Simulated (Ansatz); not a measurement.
# Rb (Im-3m) in Ansatz: settings compared

Aim: see how the results for Rb move with the level of theory and the settings. Levels: LDA, PBEsol, revPBE+D4. Tasks: projected density of states, band structure.

Everything below comes from runs of Ansatz 0.2.0. Logs are shortened: lines on timing, memory, paths and dates and some standing lists are left out, and cuts for length are marked.

**1. The undisturbed crystal**

The structure is cubic, space group Im-3m (No. 229). The conventional cell has a = 5.605 Å, b = 5.605 Å, c = 5.605 Å, α = 90.00°, β = 90.00°, γ = 90.00°.

**2. Projected density of states, LDA, collinear spin, ferromagnetic start, moments held on the sites (cell strained at random at fixed volume)**

Input file input.yaml:

```yaml
crystal:
  lattice:
    - [-2.781826, 2.840598, 2.831685]
    - [2.822644, -2.770765, 2.80267]
    - [2.764898, 2.753837, -2.761852]
  atoms:
    - { symbol: Rb, position: [0.002117, -0.008814, -0.012242], spin: 0.5 }
kpoints:
  mp_grid: { grid: [7, 7, 7] }
  band_path:
    path: [[0.0, 0.5, 0.0], [0.0, 0.0, 0.0], [0.0, 0.0, -0.5]]
    npoints: 6
scf:
  occupations: { method: gaussian, width: 0.01 }
hamiltonian:
  xc: lda
  pseudopotentials: { kind: all_electron, lapw: { basis_error: 0.0005 } }
magnetization:
  spin_polarized: true
  spin_locking: { lock_spins: true }
output:
  forces: true
  stress: true
  eigenvalues: true
  fatbands: true
  dos: { projected: true, de: 0.2, e_range: [-20, 10] }
  populations: true
```

Potentials or basis: all-electron LAPW, scalar-relativistic.

Run with:

```sh
ansatz run input.yaml --threads 1 --pin off --max-ram 2560MiB --backend cpu --events-out ev --progress --plain --runs-dir out
```

The program printed:

```text
Warning: output.stress: the lock of the moments that magnetization.spin_locking holds to the close lets an SCF meet its threshold on dr2 anywhere within the lock's freeze window, and the stress can move with the moments there: no threshold on dr2 bounds that. The window is the square root of the freeze energy over magnetization.spin_locking.lambda. Set magnetization.spin_locking.freeze_energy_tol to 1e-7 of magnetization.spin_locking.lambda or tighter (1e-7 eV at magnetization.spin_locking.lambda's default), and hold the SCF's own gates tight with it: the threshold on dr2 and, on a non-collinear run, whose gate on the magnetisation can be let go, scf.convergence.magnetization_residual_energy_tol, under 2e-7 eV over the cell's volume in cubic angstroms (a run under these bars is not thereby shown to hold its stress)
Warning: RAYON_NUM_THREADS=1 ignored (pool sized by the plan → 1); use --threads N
Rb: projections on atomic orbitals take those of the free atom 1s2 2s2 2p6 3s2 3p6 3d10 4s2 4p6 5s1, of charge +0.00 (hamiltonian.pseudopotentials.projection_atoms)
LAPW: plane waves up to 3.958 Å⁻¹, error target 5.0e-4 eV per atom; small_component_spin mean_spin; Rb in spheres of 2.390 Å, 19 of its electrons in bands, Dirac shells [] (how accurate: hamiltonian.pseudopotentials.lapw.basis_error, Limitations)
Engine: ansatz 0.2.0, aarch64-unknown-linux-gnu
Pseudopotentials: kind: all_electron
Pseudopotential: Rb, LAPW, valence charge 19, lapw/all_electron/scalar/gaussian/Rb, Koelling and Harmon's equation, gaussian nucleus
Functional definition: SPW92
  exchange = slater_x
  correlation = pw_c
Crystal: 1 atoms, lattice volume = 88.043 Å³
Basis set: ecut = 59.67222130050633 eV, 87 PW (Γ), exchange–correlation at level 2
Bands: 14, of which v1, the nominal top of the filled ones, is band 10 counted from 1 (9 counted from 0)
Symmetry: 2 space group operations
Space group: P-1 (ITA 2), of the structure as read, at distance tolerance 4.4e-5 Å
Magnetic group: BNS 2.4 (UNI 4), of the structure as read, at distance tolerance 4.4e-5 Å
k-points: 172 of 343
Non-local potential: Rb, projectors of the file, none
Initial density: superposition of atomic densities (chi_scale 0.1, normalization cell)
Starting moments: Σ|m| = 0.5 μB on 1 of 1 site
Initial wavefunctions: plane waves of lowest kinetic energy (no species holds an atomic orbital)
Functional: x = slater, c = lda
iter 1 solved again at ethr=7.55e-6 eV; its pass at ethr=1.00e-1 eV (dr2=1.43e-3 eV) is discarded
SCF iter   1: F=-81026.039273 eV  HF=-81026.039895 eV  |F-HF|=6.22e-4  |Δ(HF+E_count)|=         —  Δρ=5.96e-4 (↑5.96e-4 ↓4.96e-4)  dr2=1.44e-3  dr2_m=9.61e-5  M=0.441 μB ∫|m|=0.441 μB  β_m=0.30  ethr=7.55e-6  ⟨swp⟩=4.3  Hψ=33648  notcnv=0
preconditioner: auto → Kerker (q_TF=auto, 2.113 Å⁻¹)  [metal: Δε(μ)=0.003 eV  Ē_g=3.665 eV  σ=0.010 eV  W_gap=0.16  n_scr=12 (ndim 8)  ℏωp=4.0 eV  f_vac=0.047  D(μ)=2.18/eV (n_scr^D=12)]
spin=Collinear: Kerker preconditioning applied to the charge; magnetization (m = ρ↑ − ρ↓) channel mixes plain (no charge-response kernel on spin).
SCF iter   2: F=-81026.044830 eV  HF=-81026.044519 eV  |F-HF|=3.11e-4  |Δ(HF+E_count)|=   4.62e-3  Δρ=4.52e-4 (↑4.52e-4 ↓3.91e-4)  dr2=1.05e-3  dr2_m=4.42e-5  M=0.442 μB ∫|m|=0.442 μB  β_m=0.56  ethr=7.55e-6  ⟨swp⟩=2.0  Hψ=15732  notcnv=0
SCF iter   3: F=-81026.055275 eV  HF=-81026.055040 eV  |F-HF|=2.36e-4  |Δ(HF+E_count)|=   1.05e-2  Δρ=1.93e-4 (↑1.86e-4 ↓1.93e-4)  dr2=3.61e-4  dr2_m=1.44e-6  M=0.440 μB ∫|m|=0.440 μB  β_m=0.69  ethr=5.52e-6  ⟨swp⟩=2.0  Hψ=17016  notcnv=0  defer=1
SCF iter   4: F=-81026.057417 eV  HF=-81026.057343 eV  |F-HF|=7.40e-5  |Δ(HF+E_count)|=   2.30e-3  Δρ=1.08e-4 (↑1.06e-4 ↓1.08e-4)  dr2=1.32e-4  dr2_m=2.38e-7  M=0.436 μB ∫|m|=0.436 μB  β_m=0.85  ethr=1.90e-6  ⟨swp⟩=2.1  Hψ=16184  notcnv=0
SCF iter   5: F=-81026.058900 eV  HF=-81026.058898 eV  |F-HF|=1.40e-6  |Δ(HF+E_count)|=   1.55e-3  Δρ=3.79e-5 (↑3.79e-5 ↓3.65e-5)  dr2=1.63e-5  dr2_m=1.42e-8  M=0.433 μB ∫|m|=0.433 μB  β_m=0.87  ethr=6.95e-7  ⟨swp⟩=2.2  Hψ=16056  notcnv=0
iter 6 solved again at ethr=6.00e-9 eV; its pass at ethr=8.58e-8 eV (dr2=1.14e-6 eV) is discarded
SCF iter   6: F=-81026.059160 eV  HF=-81026.059159 eV  |F-HF|=1.02e-6  |Δ(HF+E_count)|=   2.61e-4  Δρ=1.55e-5 (↑1.38e-5 ↓1.55e-5)  dr2=1.14e-6  dr2_m=3.44e-8  M=0.433 μB ∫|m|=0.433 μB  β_m=0.94  ethr=6.00e-9  ⟨swp⟩=2.0  Hψ=25314  notcnv=0
SCF iter   7: F=-81026.058798 eV  HF=-81026.058798 eV  |F-HF|=3.89e-8  |Δ(HF+E_count)|=   3.62e-4  Δρ=4.17e-6 (↑3.72e-6 ↓4.17e-6)  dr2=1.44e-7  dr2_m=2.32e-10  M=0.433 μB ∫|m|=0.433 μB  β_m=0.95  ethr=6.00e-9  ⟨swp⟩=2.2  Hψ=15722  notcnv=0
SCF iter   8: F=-81026.058798 eV  HF=-81026.058798 eV  |F-HF|=9.26e-9  |Δ(HF+E_count)|=   4.13e-7  Δρ=1.29e-6 (↑1.29e-6 ↓1.23e-6)  dr2=1.50e-8  dr2_m=7.19e-11  M=0.433 μB ∫|m|=0.433 μB  β_m=0.98  ethr=7.59e-10  ⟨swp⟩=2.2  Hψ=15722  notcnv=0
SCF iter   9: F=-81026.058804 eV  HF=-81026.058804 eV  |F-HF|=1.31e-9  |Δ(HF+E_count)|=   5.73e-6  Δρ=5.97e-7 (↑5.97e-7 ↓4.67e-7)  dr2=2.42e-9  dr2_m=3.73e-11  M=0.433 μB ∫|m|=0.433 μB  β_m=0.99  ethr=7.87e-11  ⟨swp⟩=2.5  Hψ=15848  notcnv=0
SCF iter  10: F=-81026.058816 eV  HF=-81026.058816 eV  |F-HF|=1.16e-10  |Δ(HF+E_count)|=   1.20e-5  Δρ=1.69e-7 (↑1.69e-7 ↓1.48e-7)  dr2=2.08e-10  dr2_m=2.80e-13  M=0.433 μB ∫|m|=0.433 μB  ethr=1.27e-11  ⟨swp⟩=2.5  Hψ=15848  notcnv=0
Constraint outer step 1 at iter 10: max|Δm| = 2.94e-1 μB  λ_eff = 1.000 eV/μB²  [c0 t0: gradient δμ = -5.876e-1 eV/μB]
Mixer restart at iter 10: flushing history
SCF iter  11: F=-81026.090755 eV  HF=-81026.085838 eV  |F-HF|=4.92e-3  |Δ(HF+E_count)|=         —  Δρ=9.31e-4 (↑9.31e-4 ↓8.84e-4)  dr2=1.96e-4  dr2_m=6.47e-4  M=0.588 μB ∫|m|=0.588 μB  β_m=0.99  ethr=1.10e-12  ⟨swp⟩=6.9  Hψ=25058  notcnv=0
SCF iter  12: F=-81025.991145 eV  HF=-81025.991068 eV  |F-HF|=7.71e-5  |Δ(HF+E_count)|=   9.48e-2  Δρ=1.43e-4 (↑1.20e-4 ↓1.43e-4)  dr2=2.61e-5  dr2_m=1.21e-5  M=0.567 μB ∫|m|=0.567 μB  β_m=0.10  ethr=1.03e-6  ⟨swp⟩=2.8  Hψ=16909  notcnv=0
SCF iter  13: F=-81025.992420 eV  HF=-81025.992358 eV  |F-HF|=6.19e-5  |Δ(HF+E_count)|=   1.29e-3  Δρ=1.26e-4 (↑1.03e-4 ↓1.26e-4)  dr2=2.54e-5  dr2_m=8.93e-6  M=0.568 μB ∫|m|=0.568 μB  ethr=1.37e-7  ⟨swp⟩=2.0  Hψ=15495  notcnv=0
Constraint outer step 2 at iter 13: max|Δm| = 2.10e-1 μB  λ_eff = 1.000 eV/μB²  [c0 t0: secant δμ = -1.468e0 eV/μB]
Mixer restart at iter 13: flushing history
SCF iter  14: F=-81026.168737 eV  HF=-81026.142998 eV  |F-HF|=2.57e-2  |Δ(HF+E_count)|=         —  Δρ=2.10e-3 (↑2.10e-3 ↓1.94e-3)  dr2=2.47e-3  dr2_m=3.07e-3  M=0.924 μB ∫|m|=0.924 μB  β_m=0.91  ethr=1.34e-7  ⟨swp⟩=4.4  Hψ=21739  notcnv=0  defer=17
SCF iter  15: F=-81025.737690 eV  HF=-81025.736619 eV  |F-HF|=1.07e-3  |Δ(HF+E_count)|=   4.06e-1  Δρ=3.45e-4 (↑2.26e-4 ↓3.45e-4)  dr2=4.47e-4  dr2_m=3.66e-5  M=0.924 μB ∫|m|=0.924 μB  β_m=0.08  ethr=1.30e-5  ⟨swp⟩=3.2  Hψ=16757  notcnv=0
SCF iter  16: F=-81025.737100 eV  HF=-81025.736125 eV  |F-HF|=9.75e-4  |Δ(HF+E_count)|=   4.93e-4  Δρ=3.27e-4 (↑2.15e-4 ↓3.27e-4)  dr2=4.23e-4  dr2_m=3.14e-5  M=0.924 μB ∫|m|=0.924 μB  ethr=2.35e-6  ⟨swp⟩=2.0  Hψ=13925  notcnv=0
Constraint outer step 3 at iter 16: max|Δm| = 3.66e-2 μB  λ_eff = 1.000 eV/μB²  [c0 t0: clipped δμ = -2.924e-1 eV/μB]
Mixer restart at iter 16: flushing history
SCF iter  17: F=-81025.742461 eV  HF=-81025.739216 eV  |F-HF|=3.24e-3  |Δ(HF+E_count)|=         —  Δρ=5.80e-4 (↑5.49e-4 ↓5.80e-4)  dr2=8.71e-4  dr2_m=1.91e-4  M=0.980 μB ∫|m|=0.980 μB  β_m=0.90  ethr=2.22e-6  ⟨swp⟩=3.1  Hψ=16465  notcnv=0  defer=2
SCF iter  18: F=-81025.662863 eV  HF=-81025.662248 eV  |F-HF|=6.15e-4  |Δ(HF+E_count)|=   7.70e-2  Δρ=2.35e-4 (↑1.88e-4 ↓2.35e-4)  dr2=3.22e-4  dr2_m=1.44e-5  M=0.994 μB ∫|m|=0.994 μB  β_m=0.13  ethr=4.58e-6  ⟨swp⟩=2.4  Hψ=15490  notcnv=0
SCF iter  19: F=-81025.660347 eV  HF=-81025.659839 eV  |F-HF|=5.08e-4  |Δ(HF+E_count)|=   2.41e-3  Δρ=2.10e-4 (↑1.69e-4 ↓2.10e-4)  dr2=2.81e-4  dr2_m=1.01e-5  M=0.994 μB ∫|m|=0.994 μB  β_m=0.20  ethr=1.69e-6  ⟨swp⟩=2.0  Hψ=14019  notcnv=0
SCF iter  20: F=-81025.659188 eV  HF=-81025.658832 eV  |F-HF|=3.56e-4  |Δ(HF+E_count)|=   1.01e-3  Δρ=1.73e-4 (↑1.45e-4 ↓1.73e-4)  dr2=2.06e-4  dr2_m=6.54e-6  M=0.994 μB ∫|m|=0.994 μB  β_m=0.31  ethr=1.48e-6  ⟨swp⟩=2.0  Hψ=14144  notcnv=0
SCF iter  21: F=-81025.653235 eV  HF=-81025.653137 eV  |F-HF|=9.80e-5  |Δ(HF+E_count)|=   5.69e-3  Δρ=8.74e-5 (↑7.99e-5 ↓8.74e-5)  dr2=7.15e-5  dr2_m=8.98e-7  M=0.994 μB ∫|m|=0.994 μB  β_m=0.60  ethr=1.08e-6  ⟨swp⟩=2.0  Hψ=15402  notcnv=0
SCF iter  22: F=-81025.648825 eV  HF=-81025.648825 eV  |F-HF|=9.17e-8  |Δ(HF+E_count)|=   4.31e-3  Δρ=4.70e-6 (↑4.70e-6 ↓4.41e-6)  dr2=1.60e-7  dr2_m=1.81e-9  M=0.994 μB ∫|m|=0.994 μB  β_m=0.70  ethr=3.76e-7  ⟨swp⟩=2.4  Hψ=16083  notcnv=0
SCF iter  23: F=-81025.648527 eV  HF=-81025.648527 eV  |F-HF|=4.30e-8  |Δ(HF+E_count)|=   2.98e-4  Δρ=2.74e-6 (↑2.74e-6 ↓2.37e-6)  dr2=4.73e-8  dr2_m=1.51e-10  M=0.994 μB ∫|m|=0.994 μB  β_m=0.85  ethr=8.41e-10  ⟨swp⟩=2.1  Hψ=15685  notcnv=0
SCF iter  24: F=-81025.648543 eV  HF=-81025.648543 eV  |F-HF|=9.75e-9  |Δ(HF+E_count)|=   1.61e-5  Δρ=1.22e-6 (↑1.22e-6 ↓1.10e-6)  dr2=1.15e-8  dr2_m=5.15e-11  M=0.994 μB ∫|m|=0.994 μB  ethr=2.49e-10  ⟨swp⟩=2.1  Hψ=15691  notcnv=0
SCF 1 converged in 24 iterations: F = -81025.648543 eV  dr2 = 1.15e-8
NSCF: frozen V_eff on 13 k-points
WARN: the basis misses lapw.basis_error, or isn't shown to meet it; the report's basis errors tell why
this state was not tested for a lower state beside it, because a magnetisation constraint still acts at the end of the SCF (magnetization_constraint; see scf.lower_state_search)
SCF converged after 24 iterations
Magnetization: 0.9942 μB (9.9971 up, 9.0029 down)
Absolute magnetization: 0.9942 μB (∫|ρ↑−ρ↓|)
Spin contamination: 0.0003 ħ² per cell (⟨S²⟩ above its minimum at these occupations)
Per-site moments (μB) at R_I (Å): [(0.502569982413561, 1.9720824591775543)]
--- Magnetisation constraints (ε_frz = 1.0e-4 eV) ---
  site  kind      target   achieved (μB)  |Δ|max (μB)  g (eV/μB)  λ_eff  esc  ok   flags
  0     per_site  +0.5000  +0.5026        2.57e-3      -2.34e0    1.000  0    yes
Free energy (F): -81025.648543 eV
Harris-Foulkes:  -81025.648543 eV  (|F-HF|=9.75e-9)
Internal energy: -81025.648435 eV  (E = F + TS)
E sigma→0 (E₀):  -81025.648489 eV
Entropy (-TS):   -0.000108 eV (-0.108 meV/atom)
Fermi energy:    2.210134 eV
--- Per-component energies (eV) ---
  E_band       = -1097.044827
  E_kinetic    = 83277.466965
  E_xc         = -2645.842519
  E_constr_dc  = -1.177527  (∫m·b dr)
  E_electrostatic = -161657.272872  (all electrons and nuclei)
  E_smearing   = -0.000108  (= −TS)
  E_closure    = -0.000009  (closes the sum)
  E_penalty    = -0.006019  (constraint; not in F)
  E_atoms      = -81025.091960  (free atoms, spherical and without spin; not in F)
  Σ components = -81025.648543   (vs F -81025.648543, Δ=0.00e0)
  Basis errors (estimates in eV, not in F): energy 7.5e-4 per atom: plane waves 7.4e-4 (6.8e-4 summed), levels above the bands 0.0e0, relativity 2.2e-10, radial functions 1.6e-5, core shells 1.2e-10; eigenvalues (radial functions only) 8.5e-5; not estimated: angular momenta, meshes, grids; target (lapw.basis_error) 5.0e-4, missed at the limits of angular momenta, FFT grids or conditioning; muffin-tin radii Rb 2.390 Å
--- Forces (eV/Å), atoms counted from 1 ---
  atom   1  Rb     0.00000000     0.00000000     0.00000000
  max |Σ_I F_I| component: 0.00e0 eV/Å
--- Stress (GPa, compression-positive) ---
       -1.654252      -0.018812       0.016314
       -0.018812      -1.648967       0.036055
        0.016314       0.036055      -1.659755
  P = ⅓ Tr σ = -1.6543 GPa (-16.543 kbar)
--- Band table (eV; the first three rows and the last of 344) ---
  k-point 0 ↑: bands = ["-100.7357", "-100.7356", "-100.7352", "-100.7347", "-100.7347", "-28.5911", "-12.6500", "-12.6486", "-12.6438", "-0.9364", "4.0181", "4.0972", "4.1825", "5.1659"]
  k-point 1 ↑: bands = ["-100.7357", "-100.7356", "-100.7352", "-100.7347", "-100.7347", "-28.5902", "-12.6663", "-12.6542", "-12.6485", "-0.6849", "3.8856", "3.9102", "4.3177", "4.9602"]
  k-point 2 ↑: bands = ["-100.7357", "-100.7356", "-100.7352", "-100.7347", "-100.7347", "-28.5881", "-12.7102", "-12.6696", "-12.6483", "0.0145", "3.1928", "3.5163", "4.9646", "4.9863"]
  k-point 171 ↓: bands = ["-96.0295", "-96.0294", "-96.0288", "-96.0280", "-96.0279", "-23.8143", "-7.9401", "-7.8735", "-7.8685", "3.4080", "6.2815", "6.3937", "8.6728", "9.4741"]
--- Löwdin populations: 1 site ---
  site symbol       q [e]    m [muB]
     0     Rb     36.8621     0.8575
  spilling = 0.003727 (of n_electrons = 37.000000)
```

Wall time 57 s (1 thread of Arm Neoverse V1, shared host); peak memory 0.77 GiB.

Results:

- Free energy: -81025.6485 eV
- Band gap along the path: none (metal or under the smearing width)
- Net moment: 0.99 μB per cell
- Absolute moment: 0.99 μB per cell
- Site moments: Rb +0.50 μB

Levels at the corners of the path, in eV from the Fermi level:
Spin up:
| point | band 7 | band 8 | band 9 | band 10 | band 11 | band 12 | band 13 | band 14 |
| --- | --- | --- | --- | --- | --- | --- | --- | --- |
| X | -14.96 | -14.89 | -14.86 | -1.10 | -0.07 | 1.05 | 2.56 | 3.37 |
| Γ | -14.86 | -14.86 | -14.85 | -3.15 | 1.81 | 1.89 | 1.97 | 2.96 |
| Y | -14.96 | -14.89 | -14.86 | -1.03 | -0.02 | 1.03 | 2.52 | 3.33 |
Spin down:
| point | band 6 | band 7 | band 8 | band 9 | band 10 | band 11 | band 12 | band 13 |
| --- | --- | --- | --- | --- | --- | --- | --- | --- |
| X | -26.02 | -10.19 | -10.10 | -10.06 | 2.14 | 2.53 | 4.74 | 6.65 |
| Γ | -26.03 | -10.06 | -10.06 | -10.06 | -0.17 | 5.98 | 6.01 | 6.10 |
| Y | -26.02 | -10.19 | -10.10 | -10.06 | 2.18 | 2.61 | 4.68 | 6.61 |

States per cell in windows of 1 eV (zero at the Fermi level; states under -8 eV left out):
| from (eV) | up | down | Rb1 5s | Rb1 5s up | Rb1 5s down | Rb1 4p | Rb1 4s | Rb1 4p down |
| --- | --- | --- | --- | --- | --- | --- | --- | --- |
| -8.0 | 0.00 | 0.00 | 0.00 | 0.00 | 0.00 | 0.00 | 0.00 | 0.00 |
| -7.0 | 0.00 | 0.00 | 0.00 | 0.00 | 0.00 | 0.00 | 0.00 | 0.00 |
| -6.0 | 0.00 | 0.00 | 0.00 | 0.00 | 0.00 | 0.00 | 0.00 | 0.00 |
| -5.0 | 0.00 | 0.00 | 0.00 | 0.00 | 0.00 | 0.00 | 0.00 | 0.00 |
| -4.0 | 0.01 | 0.00 | 0.01 | 0.01 | 0.00 | 0.00 | 0.00 | 0.00 |
| -3.0 | 0.19 | 0.00 | 0.18 | 0.18 | 0.00 | 0.00 | 0.00 | 0.00 |
| -2.0 | 0.44 | 0.00 | 0.41 | 0.41 | 0.00 | 0.00 | 0.00 | 0.00 |
| -1.0 | 0.42 | 0.01 | 0.27 | 0.26 | 0.01 | 0.00 | 0.00 | 0.00 |
| 0.0 | 1.34 | 0.19 | 0.21 | 0.03 | 0.19 | 0.00 | 0.00 | 0.00 |
| 1.0 | 0.92 | 0.41 | 0.40 | 0.04 | 0.36 | 0.00 | 0.00 | 0.00 |
| 2.0 | 1.47 | 0.62 | 0.25 | 0.03 | 0.23 | 0.00 | 0.00 | 0.00 |
| 3.0 | 0.21 | 0.77 | 0.04 | 0.00 | 0.04 | 0.00 | 0.00 | 0.00 |
| 4.0 | 0.00 | 0.87 | 0.05 | 0.00 | 0.05 | 0.00 | 0.00 | 0.00 |
| 5.0 | 0.00 | 0.77 | 0.04 | 0.00 | 0.04 | 0.00 | 0.00 | 0.00 |
| 6.0 | 0.00 | 1.12 | 0.03 | 0.00 | 0.03 | 0.00 | 0.00 | 0.00 |
| 7.0 | 0.00 | 0.23 | 0.00 | 0.00 | 0.00 | 0.00 | 0.00 | 0.00 |

Caveat: the basis missed its error target; the SCF stop doesn't bound the stress; each atom's moment is held at its typed value, so this isn't a free magnetic state.

**3. Band structure, PBEsol, collinear spin, ferromagnetic start (cell strained at random at fixed volume)**

Input file input.yaml:

```yaml
crystal:
  lattice:
    - [-2.864042, 2.777666, 2.84405]
    - [2.797319, -2.760591, 2.760251]
    - [2.870344, 2.766892, -2.826974]
  atoms:
    - { symbol: Rb, position: [-0.02019, -0.019511, -0.008445], spin: 1.0 }
kpoints:
  mp_grid: { grid: [7, 7, 7] }
  band_path:
    path: [[0.5, -0.5, 0.0], [0.0, 0.0, 0.0], [-0.5, 0.0, 0.5]]
    npoints: 10
scf:
  occupations: { method: fermi_dirac, width: 0.15 }
hamiltonian:
  xc: pbesol
  pseudopotentials: { kind: all_electron, lapw: { basis_error: 0.002 } }
magnetization:
  spin_polarized: true
  initial_magnetization: 1.0
  spin_locking: { lock_magnetization: hard }
output:
  forces: true
  stress: true
  eigenvalues: true
```

Potentials or basis: all-electron LAPW, scalar-relativistic.

Run with:

```sh
ansatz run input.yaml --threads 1 --pin off --max-ram 2560MiB --backend cpu --events-out ev --progress --plain --runs-dir out
```

It took 16 s on 1 thread of Arm Neoverse V1, shared host; peak memory 0.28 GiB.

Results (log left out):

```
Free energy     : -81071.9307 eV
Pressure        : 0.2 GPa
Absolute moment : 1.00 μB per cell
Site moments    : Rb +0.60 μB
```

Stress tensor (GPa, compression positive):
```
 0.17 -0.01  0.05
-0.01  0.18 -0.01
 0.05 -0.01  0.18
```

Caveat: the total moment is fixed, so each spin has its own Fermi level.

(Part 1 of 2 ends here.)
